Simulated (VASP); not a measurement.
Input of a VASP 6.6.1 run:

The input INCAR:

```
ALGO = Normal
EDIFF = 1E-6
ENCUT = 520
GGA = PE
ISIF = 2
ISMEAR = -1
IVDW = 12
LASPH = T
LCHARG = T
LELF = T
LREAL = F
LVHAR = T
LWAVE = F
NBANDS = 61
NELM = 100
PREC = Accurate
SIGMA = 0.05
```

File KPOINTS:

```
k-points
0
Gamma
  1 1 1
```

File POSCAR:

```
LiHF2
1.0
    6.6943300000      0.0000000000      0.0000000000
    0.0000000000      6.6943300000      0.0000000000
    0.0000000000      0.0000000000      6.6943300000
Li F H
5 10 5
Direct
    0.3299209928      0.8074893231      0.3567944813
    0.8205750239      0.1418962017      0.0616790627
    0.5462383838      0.4761940329      0.6645026463
    0.0271274347     -0.0621720172      0.6590203949
    0.3435444623      0.8297619030      0.8000950058
    0.4224321179      0.5603249317      0.4456159168
    0.6873279327      0.4181598457      0.1107056270
    0.6095158141      0.7764182525      0.7770605871
    0.0110242549      0.2121795609      0.8735751001
    0.2633870753      0.9660264731      0.5516310071
    0.2928896544      0.2932929808      0.0512822045
    1.0748648483      0.7591200314      0.8624612172
    0.8932932795      0.7006675799      0.1424787843
    0.7730273231      0.9880899209      0.5046061368
    0.3574666920     -0.0283224759      0.1191456053
    0.1537121713      0.2434896397     -0.0496688989
    0.9793511823      0.7366084433      1.0015938862
    0.7379528646      0.5597423491      0.1496490313
    0.7060602032      0.9101732362      0.6028833356
    0.3351194220      0.1151422174      0.1275407696
```

Potentials or basis: VASP PAW PBE potentials, release 64 (Li_sv, F, H).

The run is started by

```console
$ cat potpaw_PBE.64/Li_sv/POTCAR potpaw_PBE.64/F/POTCAR potpaw_PBE.64/H/POTCAR > POTCAR
$ mpirun -np 1 vasp_gam > vasp.out
```

(1) Predict the largest force.

(2) What does it give for the dispersion energy per atom?

Answers

(1) 2.802 eV/Å.

(2) -0.049 eV.
